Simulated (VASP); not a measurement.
# NbN (Fm-3m) in VASP: further runs

The runs below take NbN through relaxation of cell and atoms, with PBE, PBEsol.

Program: VASP 6.6.1. These are calculated values, not measurements. Logs are shortened: lines on timing, memory, paths and dates and some standing lists are left out, and cuts for length are marked.

### Step 1. Starting point

The structure is cubic, space group Fm-3m (No. 225). Conventional cell: a = 4.389 Å, b = 4.389 Å, c = 4.389 Å, α = 90.00°, β = 90.00°, γ = 90.00°. Nb (site symmetry m-3m) has 6 N at 2.19 Å as nearest neighbours. N (site symmetry m-3m) is surrounded by 6 Nb at 2.19 Å.

Measurements of this composition are mostly on another form, of space group No. 194.

### Step 2. Relaxation of cell and atoms, PBE

Contents of INCAR:

```
SYSTEM = NbN
ALGO = Normal
EDIFF = 1E-6
EDIFFG = -0.01
ENCUT = 600
GGA = PE
IBRION = 2
ISIF = 3
ISMEAR = 1
LASPH = .True.
LCHARG = .False.
LREAL = .False.
LWAVE = .False.
NELM = 80
NSW = 90
PREC = Accurate
SIGMA = 0.1
```

Contents of KPOINTS:

```
k-points
0
Gamma
  14 14 14
  0 0 0
```

Contents of POSCAR:

```
NbN
1.0
    0.0000000000      2.1945000000      2.1945000000
    2.1945000000      0.0000000000      2.1945000000
    2.1945000000      2.1945000000      0.0000000000
Nb N
1 1
Direct
    0.5000000000      0.5000000000      0.5000000000
    0.0000000000      0.0000000000      0.0000000000
```

Potentials or basis: VASP PAW PBE potentials, release 64 (Nb_sv, N).

The run is started by

```
cat potpaw_PBE.64/Nb_sv/POTCAR potpaw_PBE.64/N/POTCAR > POTCAR
mpirun -np 1 vasp_std > vasp.out
```

OUTCAR:

```text
SYSTEM = NbN
   EDIFF = 1E-6
   EDIFFG = -0.01
   ENCUT = 600
   GGA = PE
   IBRION = 2
   ISIF = 3
   ISMEAR = 1
   LASPH = .True.
   LREAL = .False.
   NELM = 80
   NSW = 90
   PREC = Accurate

 ion  position               nearest neighbor table
   1  0.500  0.500  0.500-   2 2.19   2 2.19   2 2.19   2 2.19   2 2.19   2 2.19
   2  0.000  0.000  0.000-   1 2.19   1 2.19   1 2.19   1 2.19   1 2.19   1 2.19

  LATTYP: Found a face centered cubic cell.
 ALAT       =     4.3890000000

  Lattice vectors:

 A1 = (   0.0000000000,   2.1945000000,   2.1945000000)
 A2 = (   2.1945000000,   0.0000000000,   2.1945000000)
 A3 = (   2.1945000000,   2.1945000000,   0.0000000000)

Analysis of symmetry for initial positions (statically):
=====================================================================
 Subroutine PRICEL returns:
 Original cell was already a primitive cell.

 Routine SETGRP: Setting up the symmetry group for a
 face centered cubic supercell.

 Subroutine GETGRP returns: Found 48 space group operations
 (whereof 48 operations were pure point group operations)
 out of a pool of 48 trial point group operations.

The static configuration has the point symmetry O_h .

Analysis of symmetry for dynamics (positions and initial velocities):
=====================================================================
 Subroutine PRICEL returns:
 Original cell was already a primitive cell.

 Routine SETGRP: Setting up the symmetry group for a
 face centered cubic supercell.

 Subroutine GETGRP returns: Found 48 space group operations
 (whereof 48 operations were pure point group operations)
 out of a pool of 48 trial point group operations.

The dynamic configuration has the point symmetry O_h .

 Subroutine INISYM returns: Found 48 space group operations
 (whereof 48 operations are pure point group operations),
 and found     1 'primitive' translations

----------------------------------------------------------------------------------------

                                     Primitive cell

  volume of cell :      21.1367

  direct lattice vectors                    reciprocal lattice vectors
     0.000000000  2.194500000  2.194500000    -0.227842333  0.227842333  0.227842333
     2.194500000  0.000000000  2.194500000     0.227842333 -0.227842333  0.227842333
     2.194500000  2.194500000  0.000000000     0.227842333  0.227842333 -0.227842333

  length of vectors
[... 99 lines left out ...]
   IALGO  =     38    algorithm
   IMIX   =      4    mixing-type and parameters
     AMIX     =   0.40;   BMIX     =  1.00
     AMIX_MAG =   1.60;   BMIX_MAG =  1.00
  volume/ion in A,a.u.               =      10.57        71.32
  Fermi-wavevector in a.u.,A,eV,Ry     =   1.551744  2.932371 32.761598  2.407910
  Thomas-Fermi vector in A             =   2.656219
   LORBIT       =      0    0 simple, 1 ext, 2 COOP (PROOUT), +10 PAW based schemes
   GGA     = PE    functional components
   LHFCALC =     F    Hartree Fock is set to
   AEXX    =    0.0000 exact exchange contribution
   IVDW    =     0    specifies the selected vdW correction
   LEPSILON=     F    determine dielectric tensor
   LRPA    =     F    only Hartree local field effects (RPA)
 conjugate gradient relaxation of ions
 non-spin polarized calculation
 Methfessel and Paxton  Order N= 1 SIGMA  =   0.10
  energy-cutoff  :      600.00
  volume of cell :       21.14
 maximum number of plane-waves:       725
 NGX is ok and might be reduce to    28
   NGX = 13   NGY = 13   NGZ = 13

--------------------------------------- Ionic step        1  -------------------------------------------

 number of electron      17.9999999 magnetization

 Free energy of the ion-electron system (eV)
  ---------------------------------------------------
  ext. energy  EPLUGINS =         0.00000000
  ---------------------------------------------------
  free energy    TOTEN  =       -20.52573399 eV

  energy without entropy =      -20.52503596  energy(sigma->0) =      -20.52550131

------------------------ aborting loop because EDIFF is reached ----------------------------------------

  FORCE on cell =-STRESS in cart. coord.  units (eV):
  Direction    XX          YY          ZZ          XY          YZ          ZX
  --------------------------------------------------------------------------------------
  -------------------------------------------------------------------------------------
  Total        0.8461406      0.8461406      0.8461406      0.0000000      0.0000000      0.0000000
  in kB       64.1381429     64.1381429     64.1381429      0.0000000      0.0000000      0.0000000
  external PRESSURE =      64.1381429 kB  Pullay stress =       0.0000000 kB
[... 59 lines left out ...]
--------------------------------------- Ionic step        3  -------------------------------------------

 number of electron      18.0000000 magnetization

 Free energy of the ion-electron system (eV)
  ---------------------------------------------------
  ext. energy  EPLUGINS =         0.00000000
  ---------------------------------------------------
  free energy    TOTEN  =       -20.53408061 eV

  energy without entropy =      -20.53340519  energy(sigma->0) =      -20.53385547

 E-fermi :  13.6841     XC(G=0): -13.2836

 val. band max:       13.6813244378   @ k =  -0.2857   0.3571   0.1429
 cond. band min:      13.7348951776   @ k =   0.2143   0.1429   0.0000
 fundamental gap:      0.0535707398
 Fermi energy:        13.6840891672

 k-point     1 :       0.0000    0.0000    0.0000
  band No.  band energies     occupation
      1     -42.7000      2.00000
      2     -18.3686      2.00000
      3     -18.3686      2.00000
      4     -18.3686      2.00000
      5      -3.7912      2.00000
      6      10.4341      2.00000
      7      10.4341      2.00000
      8      10.4341      2.00000
      9      11.7575      2.00000
     10      11.7575      2.00000
     11      11.7575      2.00000
     12      13.5800      2.05770
     13      13.5800      2.05770
[... 354 lines left out ...]
  band No.  band energies     occupation
      1     -42.6258      2.00000
      2     -18.8638      2.00000
      3     -18.4834      2.00000
      4     -18.4672      2.00000
      5      -2.6747      2.00000
      6       6.5870      2.00000
      7       8.3307      2.00000
      8       8.7106      2.00000
      9      11.4321      2.00000
     10      14.2346     -0.00000
     11      14.4780     -0.00000
     12      15.7749      0.00000
     13      17.2008      0.00000

 [... further k-points ...]
[... 5 lines left out ...]
  --------------------------------------------------------------------------------------
  -------------------------------------------------------------------------------------
  Total       -0.0077717     -0.0077717     -0.0077717      0.0000000     -0.0000000      0.0000000
  in kB       -0.5773279     -0.5773279     -0.5773279      0.0000000     -0.0000000      0.0000000
  external PRESSURE =      -0.5773279 kB  Pullay stress =       0.0000000 kB
[... 17 lines left out ...]
  FREE ENERGIE OF THE ION-ELECTRON SYSTEM (eV)
  ---------------------------------------------------
  free  energy   TOTEN  =       -20.5340806112 eV

  energy  without entropy=      -20.5334051911  energy(sigma->0) =      -20.53385547

 reached required accuracy - stopping structural energy minimisation
```

OSZICAR:

```text
N       E                     dE             d eps       ncg     rms          rms(c)
DAV:   1     0.183789035913E+03    0.18379E+03   -0.11487E+04  2704   0.165E+03
DAV:   2    -0.103908800612E+02   -0.19418E+03   -0.18764E+03  3133   0.536E+02
DAV:   3    -0.234153252712E+02   -0.13024E+02   -0.12693E+02  4814   0.113E+02
[... 27 lines left out ...]
DAV:   4    -0.205303422928E+02   -0.35764E-02   -0.62770E-03  3620   0.815E-01    0.355E-01
DAV:   5    -0.205337364565E+02   -0.33942E-02   -0.77915E-03  4937   0.485E-01    0.112E-01
DAV:   6    -0.205340642885E+02   -0.32783E-03   -0.49493E-04  3569   0.334E-01    0.682E-02
DAV:   7    -0.205340798954E+02   -0.15607E-04   -0.19929E-04  4892   0.954E-02    0.697E-03
DAV:   8    -0.205340806112E+02   -0.71577E-06   -0.32119E-06  2884   0.239E-02
   3 F= -.20534081E+02 E0= -.20533855E+02  d E =-.834663E-02
```

CONTCAR:

```text
NbN
   1.00000000000000
     0.0000000000000000    2.2093150076409174    2.2093150076409174
     2.2093150076409174   -0.0000000000000000    2.2093150076409174
     2.2093150076409174    2.2093150076409174   -0.0000000000000000
  Nb              N
     1     1
Direct
     0.5000000000000000    0.5000000000000000    0.5000000000000000
     0.0000000000000000    0.0000000000000000    0.0000000000000000

  0.00000000E+00  0.00000000E+00  0.00000000E+00
  0.00000000E+00  0.00000000E+00  0.00000000E+00
```

It took 1.7 min on 1 thread of Intel Xeon Platinum 8259CL at 2.50GHz (Skylake/Cascade Lake), shared host; peak memory 0.19 GiB.

Results:

```yaml
Free_energy: -20.5341 eV
Relaxed_volume: 10.78 Å³/atom
Relaxed_cell: a = 3.124 Å, b = 3.124 Å, c = 3.124 Å, α = 60.00°, β = 60.00°, γ = 60.00°
Space_group_after_relaxing_to_0.05_Å: Fm-3m (No. 225)
Energy_gained_by_relaxing: 4.2 meV/atom
Ionic_steps: 3
Pressure_after_relaxing: -0.1 GPa
```

Step by step:
| step | energy change (eV) | largest force (eV/Å) | pressure (GPa) | volume (Å³) |
| --- | --- | --- | --- | --- |
| 1 | 0.0000 | 0.0000 | 6.41 | 21.14 |
| 2 | 0.0248 | 0.0000 | -11.43 | 22.46 |
| 3 | -0.0083 | 0.0000 | -0.06 | 21.57 |

Final structure:
```xyz
2
Lattice="0.0000 2.2093 2.2093 2.2093 0.0000 2.2093 2.2093 2.2093 0.0000" Properties=species:S:1:pos:R:3 pbc="T T T"
Nb    2.2093    2.2093    2.2093
N     0.0000    0.0000    0.0000
```

Levels at points of the mesh, in eV from the Fermi level:
```
           k point  band 5  band 6  band 7  band 8  band 9  band 10  band 11  band 12  band 13
(0.00, 0.00, 0.00)  -17.48   -3.25   -3.25   -3.25   -1.93    -1.93    -1.93    -0.10    -0.10
(0.50, 0.00, 0.00)  -15.02   -8.98   -6.91   -6.91    1.48     1.48     1.97     4.52     6.67
(0.50, 0.50, 0.00)  -16.76   -5.68   -4.90   -3.93   -3.93     1.59     2.75     2.75     3.93
```

Caveat: the bands computed are all filled at some k points, so no gap is given. PBE usually gives volumes a little too large and moduli too small.

### Step 3. Relaxation of cell and atoms, PBE

This run uses another cell than the first one, of 10.78 Å³/atom, 1.020 times its volume.

Edit INCAR of step 2 so:

```diff
@@ -2,4 +2,4 @@
 ALGO = Normal
-EDIFF = 1E-6
-EDIFFG = -0.01
+EDIFF = 1E-7
+EDIFFG = -0.005
 ENCUT = 600
```

KPOINTS is that of step 2.

Contents of POSCAR:

```
NbN                                     
1.0
    0.0000000000      2.2093150076      2.2093150076
    2.2093150076     -0.0000000000      2.2093150076
    2.2093150076      2.2093150076     -0.0000000000
  Nb              N             
     1     1
Direct
     0.5000000000000000    0.5000000000000000    0.5000000000000000
     0.0000000000000000    0.0000000000000000    0.0000000000000000
```

Potentials or basis: VASP PAW PBE potentials, release 64 (Nb_sv, N).

The run is started by

```
cat potpaw_PBE.64/Nb_sv/POTCAR potpaw_PBE.64/N/POTCAR > POTCAR
mpirun -np 1 vasp_std > vasp.out
```

Run time: 1.9 min. Hardware: 1 thread of Intel Xeon Platinum 8259CL at 2.50GHz (Skylake/Cascade Lake), shared host; peak memory 0.18 GiB.

It converged, with:

```yaml
Free_energy: -20.5349 eV
Relaxed_volume: 10.78 Å³/atom
Relaxed_cell: a = 3.124 Å, b = 3.124 Å, c = 3.124 Å, α = 60.00°, β = 60.00°, γ = 60.00°
Space_group_after_relaxing_to_0.05_Å: Fm-3m (No. 225)
Energy_gained_by_relaxing: 0.0 meV/atom
Ionic_steps: 3
Pressure_after_relaxing: 0.0 GPa
```

Final structure:
```yaml
crystal:
  lattice:
    - [0.00000, 2.20907, 2.20907]
    - [2.20907, 0.00000, 2.20907]
    - [2.20907, 2.20907, 0.00000]
  atoms:
    - { symbol: Nb, position: [0.50000, 0.50000, 0.50000] }
    - { symbol: N, position: [0.00000, 0.00000, 0.00000] }
```

Levels at points of the mesh, in eV from the Fermi level:
| k point | band 6 | band 7 | band 8 | band 9 | band 10 | band 11 | band 12 | band 13 |
| --- | --- | --- | --- | --- | --- | --- | --- | --- |
| (0.00, 0.00, 0.00) | -3.25 | -3.25 | -3.25 | -1.93 | -1.93 | -1.93 | -0.10 | -0.10 |
| (0.50, 0.00, 0.00) | -8.98 | -6.91 | -6.91 | 1.48 | 1.48 | 1.97 | 4.52 | 6.68 |
| (0.50, 0.50, 0.00) | -5.68 | -4.90 | -3.93 | -3.93 | 1.59 | 2.75 | 2.75 | 3.93 |

Caveat: the bands computed are all filled at some k points, so no gap is given.

### Step 4. Relaxation of cell and atoms, PBEsol

Contents of INCAR:

```
PREC = Accurate ; ENCUT = 600
EDIFF = 1E-6 ; ISMEAR = 1
SIGMA = 0.1 ; LREAL = False
LASPH = True ; NELM = 80
ALGO = Normal ; ISIF = 3
LWAVE = False ; LCHARG = False
GGA = PS ; IBRION = 2
NSW = 90 ; EDIFFG = -0.01
```

Contents of KPOINTS:

```
Automatic mesh
0
Gamma
  14 14 14
```

Contents of POSCAR:

```
NbN
1.0
    0.0000000000      2.1945000000      2.1945000000
    2.1945000000      0.0000000000      2.1945000000
    2.1945000000      2.1945000000      0.0000000000
Nb N
1 1
Direct
    0.5000000000      0.5000000000      0.5000000000
    0.0000000000      0.0000000000      0.0000000000
```

Potentials or basis: VASP PAW PBE potentials, release 64 (Nb_sv, N).

The run is started by

```
cat potpaw_PBE.64/Nb_sv/POTCAR potpaw_PBE.64/N/POTCAR > POTCAR
mpirun -np 1 vasp_std > vasp.out
```

OUTCAR:

```text
PREC = Accurate
   ENCUT = 600
   EDIFF = 1E-6
   ISMEAR = 1
   LREAL = False
   LASPH = True
   NELM = 80
   ISIF = 3
   GGA = PS
   IBRION = 2
   NSW = 90
   EDIFFG = -0.01

 ion  position               nearest neighbor table
   1  0.500  0.500  0.500-   2 2.19   2 2.19   2 2.19   2 2.19   2 2.19   2 2.19
   2  0.000  0.000  0.000-   1 2.19   1 2.19   1 2.19   1 2.19   1 2.19   1 2.19

  LATTYP: Found a face centered cubic cell.
 ALAT       =     4.3890000000

  Lattice vectors:

 A1 = (   0.0000000000,   2.1945000000,   2.1945000000)
 A2 = (   2.1945000000,   0.0000000000,   2.1945000000)
 A3 = (   2.1945000000,   2.1945000000,   0.0000000000)

Analysis of symmetry for initial positions (statically):
[... 263 lines left out ...]
 fundamental gap:      0.0524134701
 Fermi energy:        14.0007480399

 k-point     1 :       0.0000    0.0000    0.0000
  band No.  band energies     occupation
      1     -42.2412      2.00000
      2     -17.9086      2.00000
      3     -17.9086      2.00000
      4     -17.9086      2.00000
      5      -3.6039      2.00000
      6      10.6838      2.00000
      7      10.6838      2.00000
      8      10.6838      2.00000
      9      11.9842      2.00000
     10      11.9842      2.00000
     11      11.9842      2.00000
     12      13.8732      2.07016
     13      13.8732      2.07016
[... 354 lines left out ...]
  band No.  band energies     occupation
      1     -42.1557      2.00000
      2     -18.4673      2.00000
      3     -18.0370      2.00000
      4     -18.0187      2.00000
      5      -2.4087      2.00000
      6       6.7091      2.00000
      7       8.5029      2.00000
      8       8.8951      2.00000
      9      11.6458      2.00000
     10      14.5815     -0.00000
     11      14.8414     -0.00000
     12      16.1801      0.00000
     13      17.7075      0.00000

 [... further k-points ...]
[... 5 lines left out ...]
  --------------------------------------------------------------------------------------
  -------------------------------------------------------------------------------------
  Total       -0.0015274     -0.0015274     -0.0015274      0.0000000     -0.0000000      0.0000000
  in kB       -0.1166991     -0.1166991     -0.1166991      0.0000000     -0.0000000      0.0000000
  external PRESSURE =      -0.1166991 kB  Pullay stress =       0.0000000 kB
[... 17 lines left out ...]
  FREE ENERGIE OF THE ION-ELECTRON SYSTEM (eV)
  ---------------------------------------------------
  free  energy   TOTEN  =       -21.9018395377 eV

  energy  without entropy=      -21.9011285247  energy(sigma->0) =      -21.90160253

 reached required accuracy - stopping structural energy minimisation
```

OSZICAR:

```text
N       E                     dE             d eps       ncg     rms          rms(c)
DAV:   1     0.181876670570E+03    0.18188E+03   -0.11471E+04  2704   0.165E+03
DAV:   2    -0.116200939462E+02   -0.19350E+03   -0.18699E+03  3128   0.535E+02
DAV:   3    -0.245839881531E+02   -0.12964E+02   -0.12633E+02  4817   0.113E+02
[... 26 lines left out ...]
DAV:   4    -0.219012358465E+02   -0.55887E-03   -0.10358E-03  3642   0.316E-01    0.145E-01
DAV:   5    -0.219017234414E+02   -0.48759E-03   -0.87736E-04  4834   0.168E-01    0.572E-02
DAV:   6    -0.219018365651E+02   -0.11312E-03   -0.18469E-04  4956   0.155E-01    0.267E-02
DAV:   7    -0.219018393599E+02   -0.27948E-05   -0.25515E-05  4695   0.484E-02    0.282E-03
DAV:   8    -0.219018395377E+02   -0.17779E-06   -0.89804E-07  2544   0.913E-03
   3 F= -.21901840E+02 E0= -.21901603E+02  d E =-.136644E-02
```

CONTCAR:

```text
NbN
   1.00000000000000
    -0.0000000000000000    2.1887249968187339    2.1887249968187339
     2.1887249968187339    0.0000000000000000    2.1887249968187339
     2.1887249968187339    2.1887249968187339   -0.0000000000000000
  Nb              N
     1     1
Direct
     0.5000000000000000    0.5000000000000000    0.5000000000000000
     0.0000000000000000    0.0000000000000000    0.0000000000000000

  0.00000000E+00  0.00000000E+00  0.00000000E+00
  0.00000000E+00  0.00000000E+00  0.00000000E+00
```

Run time: 98 s. Hardware: 1 thread of Intel Xeon Platinum 8488C (Sapphire Rapids), shared host; peak memory 0.19 GiB.

Results:

| Item | Value |
| --- | --- |
| Free energy | -21.9018 eV |
| Relaxed volume | 10.49 Å³/atom |
| Relaxed cell | a = 3.095 Å, b = 3.095 Å, c = 3.095 Å, α = 60.00°, β = 60.00°, γ = 60.00° |
| Space group after relaxing (to 0.05 Å) | Fm-3m (No. 225) |
| Energy gained by relaxing | 0.7 meV/atom |
| Ionic steps | 3 |
| Pressure after relaxing | 0.0 GPa |

Step by step:
```
step  energy change (eV)  largest force (eV/Å)  pressure (GPa)  volume (Å³)
   1              0.0000                0.0000           -2.62        21.14
   2              0.0052                0.0000            6.00        20.61
   3             -0.0014                0.0000           -0.01        20.97
```

Final structure:
```xyz
2
Lattice="0.0000 2.1887 2.1887 2.1887 0.0000 2.1887 2.1887 2.1887 0.0000" Properties=species:S:1:pos:R:3 pbc="T T T"
Nb    2.1887    2.1887    2.1887
N     0.0000    0.0000    0.0000
```

Levels at points of the mesh, in eV from the Fermi level:
```csv
k point,band 7,band 8,band 9,band 10,band 11,band 12
"(0.00, 0.00, 0.00)",-3.32,-3.32,-2.02,-2.02,-2.02,-0.13
"(0.50, 0.00, 0.00)",-7.12,-7.12,1.57,1.57,2.09,4.53
"(0.50, 0.50, 0.00)",-5.12,-3.98,-3.98,1.66,2.93,2.93
```

Caveat: the bands computed are all filled at some k points, so no gap is given; the PAW data sets were made with another functional, which shifts forces and pressure a little.
